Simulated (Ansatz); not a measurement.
**HfN (WC type): response to moved atoms and strain**

How does HfN (WC type) push back when it is distorted? Each run changes the relaxed cell in one way. The start comes from a prototype table, not from a measured structure.

Program: Ansatz 0.2.0. Level of theory: DFT r²SCAN, scalar-relativistic, plane waves, PAW. These are calculated values, not measurements.

1 further run of the same task is left out (it didn't finish). Runs told in other sessions of the task aren't counted.

## (1) The starting structure

The structure is hexagonal, space group P-6m2 (No. 187). The conventional cell has a = 3.085 Å, b = 3.085 Å, c = 2.891 Å, α = 90.00°, β = 90.00°, γ = 120.00°. Hf (site symmetry -6m2) is surrounded by 6 N at 2.29 Å. N (site symmetry -6m2) is surrounded by 6 Hf at 2.29 Å.

As a file:

```
CELL_PARAMETERS angstrom
3.08543 0.00000 0.00000
-1.54272 2.67206 0.00000
0.00000 0.00000 2.89086
ATOMIC_POSITIONS crystal
Hf 0.00000 0.00000 0.00000
N 0.66667 0.33333 0.50000
```

An earlier run at r²SCAN left this cell at 11.917 Å³/atom and 0.01 GPa (12×12×12 mesh).

The changes: atom 1 (Hf) moved 0.02 Å along y; strain e5 = -0.01, atoms carried along; all atoms moved at random (σ = 0.03 Å), cell strained at random (1 %).

## (2) Atom 1 (Hf) moved 0.02 Å along y

Contents of input.yaml:

```yaml
crystal:
  lattice:
    - [3.0854334487, 0.0, 0.0]
    - [-1.5427167244, 2.6720637483, 0.0]
    - [0.0, 0.0, 2.8908649372]
  atoms:
    - { symbol: Hf, position: [0.0037424257, 0.0074848514, 0.0] }
    - { symbol: "N", position: [0.6666666667, 0.3333333333, 0.5] }
basis:
  ecutwfc: 500
  ecutrho_ratio: 4
kpoints:
  mp_grid: { grid: [12, 12, 12] }
hamiltonian:
  xc: r2scan
scf:
  occupations: { method: gaussian, width: 0.05 }
output:
  forces: true
  stress: true
  eigenvalues: true
  write_density: true
  write_potential: true
  elf: true
  volumetric_format: npy
```

On the command line:

```console
$ ansatz run input.yaml --threads 2 --pin off --max-ram 2662MiB --backend cpu --events-out ev --progress --plain --runs-dir out
```

Output, shortened:

```text
Warning: RAYON_NUM_THREADS=2 ignored (pool sized by the plan → 2); use --threads N
[...]
Pseudopotentials: kind: paw
Pseudopotential: Hf, paw, valence charge 26, recommended cutoff 500 eV (meta_gga), Hf.paw.azcp
Pseudopotential: N, paw, valence charge 5, recommended cutoff 500 eV (meta_gga), N.paw.azcp
Functional definition: r2SCAN
[...]
Crystal: 2 atoms, lattice volume = 23.834 Å³
Basis set: ecut = 500 eV, 611 PW (Γ), exchange–correlation on 96×96×96 points (64 copies of the dense FFT grid, shifted against one another)
Bands: 20, of which v1, the nominal top of the filled ones, is band 16 counted from 1 (15 counted from 0)
Symmetry: 4 space group operations
Space group: Amm2 (ITA 38), of the structure as read, at distance tolerance 2.9e-5 Å
k-points: 301 of 1728 (time reversal used)
[...]
SCF iter   1: F=—  HF=-16120.781489 eV  |F-HF|=—  |Δ(HF+E_count)|=         —  Δρ=1.56e-2  dr2=5.71e-2  dr2_τ=1.24e-1  ethr=1.77e-3  ⟨swp⟩=4.8  Hψ=23920  notcnv=0
[...]
SCF iter   8: F=-16120.837591 eV  HF=-16120.837591 eV  |F-HF|=1.00e-10  |Δ(HF+E_count)|=   1.59e-7  Δρ=2.39e-6  dr2=1.56e-9  dr2_τ=1.20e-10  ethr=3.23e-10  ⟨swp⟩=10.1  Hψ=44339  notcnv=0
[...]
SCF converged after 8 iterations
Free energy (F): -16120.837591 eV
[...]
E sigma→0 (E₀):  -16120.836333 eV
Entropy (-TS):   -0.002516 eV (-1.258 meV/atom)
Fermi energy:    21.979366 eV
[...]
--- Forces (eV/Å), atoms counted from 1 ---
  atom   1  Hf     0.00000000    -0.10988873     0.00000000
  atom   2  N     -0.00000000     0.10987894     0.00000000
[...]
--- Stress (GPa, compression-positive) ---
        0.582778       0.000000      -0.000000
        0.000000      -0.515466       0.000000
       -0.000000       0.000000       0.078658
  P = ⅓ Tr σ = 0.0487 GPa (0.487 kbar)
--- Band table (eV; the first three rows and the last of 301) ---
  k-point 0: bands = ["-41.6864", "-9.4459", "-9.4441", "-9.2349", "4.7360", "9.9060", "9.9961", "9.9971", "10.0031", "10.0041", "10.0077", "10.0412", "18.2158", "18.2598", "19.6372", "20.1856", "24.4609", "27.0525", "27.2474", "28.2135"]
[...]
```

It took 19 s on 2 threads of Arm Neoverse V1, shared host; peak memory 0.52 GiB.

Result: volume 11.917 Å³/atom, pressure 0.05 GPa, no gap.

Forces on the atoms, as numbers:

| atom | x (eV/Å) | y (eV/Å) | z (eV/Å) |
| --- | --- | --- | --- |
| Hf1 | 0.000 | -0.110 | 0.000 |
| N2 | 0.000 | 0.110 | 0.000 |

Axes a, b and c in the maps are those of this run's conventional cell (a, b, c = 2.891, 3.085, 5.344 Å).

Density in a lattice plane of the grid's cell (edges 2.89 and 5.34 Å, at 0.000 of the third edge), which holds Hf and N.

Ten even steps from '0' (0.08 e/Å³) to '9' (35.41 e/Å³):
```
652000000025
221000000012
000000000000
000000000000
000000000000
000000000000
000000000000
000000000000
000000000000
000000000000
000000000000
000000000000
000000000000
000000000000
000000000000
000000000000
000000000000
321000000012
752000000025
973100000137
```
Columns run along the first of these edges and rows up along the second, over one cell in 12 and 20 even steps from the bottom left corner. Atoms in the plane (fractional): Hf at (0.00, 0.00), N at (0.50, 0.67).

ELF in the same plane.

Values, 12 rows by 6 columns:
```
0.83 0.69 0.21 0.28 0.21 0.69
0.38 0.20 0.45 0.74 0.45 0.20
0.10 0.43 0.81 0.71 0.81 0.43
0.14 0.60 0.71 0.06 0.71 0.60
0.14 0.51 0.80 0.65 0.80 0.51
0.17 0.28 0.61 0.71 0.61 0.28
0.34 0.23 0.18 0.20 0.18 0.23
0.52 0.33 0.09 0.06 0.09 0.33
0.21 0.13 0.08 0.07 0.08 0.13
0.52 0.26 0.07 0.11 0.07 0.26
0.84 0.74 0.22 0.17 0.22 0.74
0.75 0.83 0.39 0.20 0.39 0.83
```
Columns run along the first of these edges and rows up along the second, over one cell in 6 and 12 even steps from the bottom left corner. Atoms in the plane (fractional): Hf at (0.00, 0.00), N at (0.50, 0.67).

Both are smooth fields of the valence electrons: close to the nuclei they are not physical.

Maxima of ELF outside the ion cores: 0.84 in the shell around N, 0.7 Å from N; 0.52 between the atoms, 1.7 Å from Hf.

## (3) Strain e5 = -0.01, atoms carried along

Contents of input.yaml:

```yaml
crystal:
  lattice:
    - [3.0854334487, 0.0, -0.0154271672]
    - [-1.5427167244, 2.6720637483, 0.0077135836]
    - [-0.0144543247, 0.0, 2.8908649372]
  atoms:
    - { symbol: Hf, position: [0.0, 0.0, 0.0] }
    - { symbol: "N", position: [0.6666666667, 0.3333333333, 0.5] }
basis:
  ecutwfc: 500
  ecutrho_ratio: 4
kpoints:
  mp_grid: { grid: [12, 12, 12] }
hamiltonian:
  xc: r2scan
scf:
  occupations: { method: gaussian, width: 0.05 }
output:
  forces: true
  stress: true
  eigenvalues: true
```

On the command line:

```console
$ ansatz run input.yaml --threads 2 --pin off --max-ram 2662MiB --backend cpu --events-out ev --progress --plain --runs-dir out
```

Output, shortened:

```text
Warning: RAYON_NUM_THREADS=2 ignored (pool sized by the plan → 2); use --threads N
[...]
Pseudopotentials: kind: paw
Pseudopotential: Hf, paw, valence charge 26, recommended cutoff 500 eV (meta_gga), Hf.paw.azcp
Pseudopotential: N, paw, valence charge 5, recommended cutoff 500 eV (meta_gga), N.paw.azcp
Functional definition: r2SCAN
[...]
Crystal: 2 atoms, lattice volume = 23.833 Å³
Basis set: ecut = 500 eV, 607 PW (Γ), exchange–correlation on 96×96×96 points (64 copies of the dense FFT grid, shifted against one another)
Bands: 20, of which v1, the nominal top of the filled ones, is band 16 counted from 1 (15 counted from 0)
Symmetry: 2 space group operations
Space group: C2 (ITA 5), of the structure as read, at distance tolerance 2.9e-5 Å
k-points: 476 of 1728 (time reversal used)
[...]
SCF iter   1: F=—  HF=-16120.781940 eV  |F-HF|=—  |Δ(HF+E_count)|=         —  Δρ=1.56e-2  dr2=5.69e-2  dr2_τ=1.24e-1  ethr=1.77e-3  ⟨swp⟩=4.7  Hψ=37815  notcnv=0
[...]
SCF iter   8: F=-16120.838031 eV  HF=-16120.838031 eV  |F-HF|=4.66e-10  |Δ(HF+E_count)|=   1.20e-7  Δρ=1.82e-6  dr2=8.98e-10  dr2_τ=5.31e-11  ethr=2.73e-10  ⟨swp⟩=2.7  Hψ=36300  notcnv=0
[...]
SCF converged after 8 iterations
Free energy (F): -16120.838031 eV
[...]
E sigma→0 (E₀):  -16120.836613 eV
Entropy (-TS):   -0.002836 eV (-1.418 meV/atom)
Fermi energy:    21.980021 eV
[...]
--- Forces (eV/Å), atoms counted from 1 ---
  atom   1  Hf     0.00000000    -0.00129448     0.00000000
  atom   2  N     -0.00000000     0.00129455     0.00000000
[...]
--- Stress (GPa, compression-positive) ---
        0.032579       0.000000       0.840557
        0.000000       0.018849       0.000000
        0.840558       0.000000       0.041167
  P = ⅓ Tr σ = 0.0309 GPa (0.309 kbar)
--- Band table (eV; the first three rows and the last of 476) ---
  k-point 0: bands = ["-41.6853", "-9.4438", "-9.4437", "-9.2341", "4.7360", "9.9071", "9.9968", "9.9971", "10.0052", "10.0053", "10.0092", "10.0422", "18.2375", "18.2377", "19.6365", "20.1866", "24.4645", "27.1446", "27.1454", "28.2434"]
[...]
```

Run time: 27 s. Hardware: 2 threads of Arm Neoverse V1, shared host; peak memory 0.62 GiB.

Result: volume 11.917 Å³/atom, pressure 0.03 GPa, metallic.

## (4) All atoms moved at random (σ = 0.03 Å), cell strained at random (1 %)

Contents of input.yaml:

```yaml
crystal:
  lattice:
    - [3.0356011719, 0.0013101663, 0.0239246162]
    - [-1.5166659488, 2.7341793557, -0.0098996698]
    - [0.0224159215, 0.0022315368, 2.8483154298]
  atoms:
    - { symbol: Hf, position: [3.57343e-05, 0.0018129204, -0.0003675944] }
    - { symbol: "N", position: [0.6666309324, 0.3315204129, 0.5003675944] }
basis:
  ecutwfc: 500
  ecutrho_ratio: 4
kpoints:
  mp_grid: { grid: [12, 12, 12] }
hamiltonian:
  xc: r2scan
scf:
  occupations: { method: gaussian, width: 0.05 }
output:
  forces: true
  stress: true
  eigenvalues: true
```

On the command line:

```console
$ ansatz run input.yaml --threads 2 --pin off --max-ram 2662MiB --backend cpu --events-out ev --progress --plain --runs-dir out
```

Output, shortened:

```text
Warning: RAYON_NUM_THREADS=2 ignored (pool sized by the plan → 2); use --threads N
[...]
Pseudopotentials: kind: paw
Pseudopotential: Hf, paw, valence charge 26, recommended cutoff 500 eV (meta_gga), Hf.paw.azcp
Pseudopotential: N, paw, valence charge 5, recommended cutoff 500 eV (meta_gga), N.paw.azcp
Functional definition: r2SCAN
[...]
Crystal: 2 atoms, lattice volume = 23.645 Å³
Basis set: ecut = 500 eV, 611 PW (Γ), exchange–correlation on 96×96×96 points (64 copies of the dense FFT grid, shifted against one another)
Bands: 20, of which v1, the nominal top of the filled ones, is band 16 counted from 1 (15 counted from 0)
Symmetry: 1 space group operations
Space group: P1 (ITA 1), of the structure as read, at distance tolerance 2.9e-5 Å
k-points: 868 of 1728 (time reversal used)
[...]
SCF iter   1: F=—  HF=-16120.747955 eV  |F-HF|=—  |Δ(HF+E_count)|=         —  Δρ=1.56e-2  dr2=5.58e-2  dr2_τ=1.28e-1  ethr=1.77e-3  ⟨swp⟩=4.7  Hψ=69177  notcnv=0
[...]
SCF iter   8: F=-16120.805220 eV  HF=-16120.805220 eV  |F-HF|=5.00e-10  |Δ(HF+E_count)|=   1.11e-7  Δρ=4.96e-6  dr2=5.02e-9  dr2_τ=7.15e-10  ethr=3.15e-10  ⟨swp⟩=3.2  Hψ=71668  notcnv=0
[...]
SCF converged after 8 iterations
Free energy (F): -16120.805220 eV
[...]
E sigma→0 (E₀):  -16120.804079 eV
Entropy (-TS):   -0.002282 eV (-1.141 meV/atom)
Fermi energy:    22.247911 eV
[...]
--- Forces (eV/Å), atoms counted from 1 ---
  atom   1  Hf     0.04405454    -0.20379396     0.02394271
  atom   2  N     -0.04406185     0.20371799    -0.02394088
[...]
--- Stress (GPa, compression-positive) ---
        6.412052      -0.252499      -1.552281
       -0.252500      -7.345210      -0.149628
       -1.552283      -0.149628       9.736552
  P = ⅓ Tr σ = 2.9345 GPa (29.345 kbar)
--- Band table (eV; the first three rows and the last of 868) ---
  k-point 0: bands = ["-41.4586", "-9.2696", "-9.2013", "-8.9512", "4.8671", "10.1456", "10.2279", "10.2290", "10.2377", "10.2389", "10.2460", "10.2831", "18.0384", "18.5066", "19.8658", "20.4982", "24.5585", "27.2806", "27.7116", "28.5186"]
[...]
```

It took 48 s on 2 threads of Arm Neoverse V1, shared host; peak memory 0.83 GiB.

In short: volume 11.822 Å³/atom, pressure 2.93 GPa, metallic.

Forces on the atoms, as numbers:

| atom | x (eV/Å) | y (eV/Å) | z (eV/Å) |
| --- | --- | --- | --- |
| Hf1 | 0.044 | -0.204 | 0.024 |
| N2 | -0.044 | 0.204 | -0.024 |

## (5) The distortions side by side

| change | change of free energy (meV/atom) | largest force (eV/Å) | largest change of stress (GPa) |
| --- | --- | --- | --- |
| atom 1 (Hf) moved 0.02 Å along y | 0.53 | 0.110 | 0.58 |
| strain e5 = -0.01, atoms carried along | 0.31 | 0.001 | 0.84 |
| all atoms moved at random (σ = 0.03 Å), cell strained at random (1 %) | 16.72 | 0.210 | 9.73 |

Moving atom 1 by 0.02 Å meets a restoring force of 0.110 eV/Å along the move, a force constant of about 5.5 eV/Å². The strain e5 = -0.01 changes that stress component by +0.84 GPa (compression positive), a ratio of 84 GPa; that is a secant over a finite strain with the atoms carried along, not the elastic constant. No change lowers the energy by more than 0.5 meV/atom; other distortions weren't tried. Spin–orbit coupling is left out, though the cell holds Hf; in elements this heavy it can shift levels and gaps by tenths of an eV. Spin polarisation wasn't allowed in this run.
